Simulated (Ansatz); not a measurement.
All numbers below come from DFT PBE, scalar-relativistic, plane waves, PAW (Ansatz 0.2.0). The final run on the 6-atom cell used 420 eV, a Γ-centred 8×8×8 mesh, 0.02 eV smearing and no spin polarisation.

Formation energies are uncorrected and count from the elements' standard states at the same level.

Question: Find a candidate tetragonal wide-gap insulator that holds Mg and 1 more element, with a gap near 3.5 eV, a formation energy near −0.15 eV/atom and a density near 1.27 g/cm³, in a cell of 6 atoms.

Answer: MgH₂, space group I4_1/amd (No. 141). Mg is surrounded by 6 H at 1.94–1.99 Å; H has 3 Mg at 1.94–1.99 Å.

```xyz
6
Lattice="-1.9042 1.9042 4.7323 1.9042 -1.9042 4.7323 1.9042 1.9042 -4.7323" Properties=species:S:1:pos:R:3 pbc="T T T"
Mg    0.0000    0.0000    0.0000
Mg    0.0000    1.9042    2.3661
H     0.0000    0.0000    7.4762
H     0.0000    1.9042    4.3545
H     0.0000    1.9042    0.3778
H     0.0000    0.0000    1.9884
```

The volume per atom is 11.44 Å³ and the density is 1.27 g/cm³. The formation energy is −0.152 eV/atom and the gap on the 8×8×8 mesh of the 6-atom cell is 3.52 eV.

It was reached by relaxing an invented guess, and it needn't be the stable form of this composition. The answer needn't be unique; the calculation gave this one.

Kohn–Sham gaps at this level usually fall short of measured ones. With hydrogen, zero-point motion can shift formation energies by some tens of meV/atom. A later test with randomly moved atoms came back to the same energy, though modes that don't fit the test's cell weren't probed.
